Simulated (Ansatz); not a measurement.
# Ga under changes of volume

One of the cells (17.718 Å³/atom); the others are scaled copies at fixed shape and fractional positions:

```xyz
1
Lattice="-1.3844 1.3844 2.3112 1.3844 -1.3844 2.3112 1.3844 1.3844 -2.3112" Properties=species:S:1:pos:R:3 pbc="T T T"
Ga    0.0000    0.0000    0.0000
```

This isn't the form of Ga at room conditions, which is orthorhombic.

* Program: Ansatz 0.2.0
* Functional: PBE
* Potentials or basis: Ansatz PAW
* Cutoff: 420 eV (not typed: the program's choice for these potentials)
* k mesh: 13 × 13 × 13
* Occupations: fermi-dirac, width 0.05 eV
* Spin: no spin polarisation

| volume (Å³/atom) | energy over the lowest point (meV/atom) | pressure (GPa) |
| --- | --- | --- |
| 16.655 | ? | ? |
| 17.010 | 32.74 | 6.5 |
| 17.364 | 20.09 | 4.9 |
| 17.718 | 10.86 | 3.5 |
| 18.073 | 4.68 | 2.2 |
| 18.427 | 1.18 | 1.1 |
| 18.781 | 0.00 | 0.1 |

What does the run at 16.655 Å³/atom give?

Energy over the lowest point 49.21 meV/atom; pressure 8.3 GPa.

Worked out: A Birch-Murnaghan fit of order 3 (a polynomial in V^(-2/3)) to the other rows has its minimum at 18.80 Å³/atom, just outside them, with B0 = V·E''(V) = 49 GPa and B' = 6.0 at fixed shape and positions, which overstates the stiffness. It gives 49.39 meV/atom at 16.655 Å³/atom, against the run's 49.21, and -dE/dV = 8.5 GPa, against 8.3.

Energies are extrapolated to zero smearing.
